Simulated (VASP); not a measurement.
Runs of VASP 6.6.1 on SiC (Moissanite 3C). It takes space group F-43m (No. 216, cubic). Conventional cell: a = 4.358 Å, b = 4.358 Å, c = 4.358 Å, α = 90.00°, β = 90.00°, γ = 90.00°. Around Si (site symmetry -43m) lie 4 C at 1.89 Å. C (site symmetry -43m) has 4 Si at 1.89 Å as nearest neighbours. 

```csv
level,potentials or basis,gap on the mesh (eV),pressure (GPa),relaxed volume (Å³/atom)
LDA,"VASP PAW LDA potentials, release 64 (Si, C)",1.36,0.0,10.15
r2SCAN,"VASP PAW PBE potentials, release 64 (Si, C)",(c),0.0,(a)
PBE,"VASP PAW PBE potentials, release 64 (Si, C)",1.44,0.0,10.49
PBEsol,"VASP PAW PBE potentials, release 64 (Si, C)",(b),0.0,10.35
```

Alike in all rows: task relaxation of cell and atoms; no spin polarisation; cell relaxed; k mesh 13 × 13 × 13; cutoff (eV) 600; smearing fermi-dirac 0.05 eV.

**Question.** Estimate the missing entries.

**Answer.** (a) 10.32; (b) 1.30; (c) 1.80.

Caveats: an odd mesh through Γ misses points on the zone boundary, where band edges often lie; the PAW data sets were made with another functional, which shifts forces and pressure a little (some runs).

Not every run made on this cell is shown here.
